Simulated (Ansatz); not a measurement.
**Al2Ru in Ansatz: convergence with k mesh**

Input of the first run (k mesh 4 × 4 × 4); the others differ in this setting and in those tied to it:

The input input.yaml:

```yaml
crystal:
  lattice:
    - [-1.56042162, 1.56042162, 4.22180559]
    - [1.56042162, -1.56042162, 4.22180559]
    - [1.56042162, 1.56042162, -4.22180559]
  atoms:
    - { symbol: Ru, position: [0.0, 0.0, 0.0] }
    - { symbol: Al, position: [0.34079781, 0.34079781, 0.0] }
    - { symbol: Al, position: [0.65920219, 0.65920219, 0.0] }
hamiltonian:
  xc: pbesol
  pseudopotentials: { kind: paw }
kpoints:
  mp_grid: { grid: [4, 4, 4] }
scf:
  occupations: { method: methfessel_paxton, width: 0.1 }
output:
  forces: true
  stress: true
  eigenvalues: true
```

Potentials or basis: Ansatz PAW.

The run is started by

```bash
$ ansatz run input.yaml --threads 2 --pin off --max-ram 5632MiB --backend cpu --events-out ev --progress --plain --runs-dir out
```

The cell comes from a database or a generator and needn't be the stable form of this composition.

Hardware: 2 threads of Arm Neoverse V2, on a shared host.

The values tried are 4 × 4 × 4, 5 × 5 × 5, 6 × 6 × 6, 7 × 7 × 7, 9 × 9 × 9, 11 × 11 × 11, 13 × 13 × 13, 16 × 16 × 16, 19 × 19 × 19, loosest first. From which on does the largest force stay within 0.005 eV/Å of the tightest run that finished?

From 11 × 11 × 11 on.

```tsv
k mesh	energy less the tightest run, at zero smearing (meV/atom)	pressure (GPa)	largest force (eV/Å)	SCF cycles	CPU time (s)	peak memory (GiB)
4 × 4 × 4	23.47	-0.29	0.009	6	0.8	0.27
5 × 5 × 5	-3.00	-0.38	0.112	5	0.87	0.27
6 × 6 × 6	2.88	-0.45	0.022	5	1.1	0.28
7 × 7 × 7	-0.62	-0.42	0.047	5	1.4	0.29
9 × 9 × 9	-0.62	-0.44	0.055	5	2.1	0.32
11 × 11 × 11	-0.05	-0.44	0.048	5	3.3	0.34
13 × 13 × 13	-0.08	-0.44	0.043	5	4.9	0.38
16 × 16 × 16	0.02	-0.44	0.043	5	8.3	0.44
19 × 19 × 19	0.00	-0.44	0.044	6	14	0.54
```

Against the tightest run, the energy stays within 1 meV/atom from 7 × 7 × 7 on; the pressure stays within 0.1 GPa from 5 × 5 × 5 on. Meshes of other sizes hit other points, so gaps and Fermi surfaces needn't settle smoothly. The tightest run that finished is the yardstick and may itself not be fully converged.

Caveat, for the tightest run too: the PAW data sets come from PBE, with cores solved anew for the run's functional, which leaves a small shift of forces and pressure.
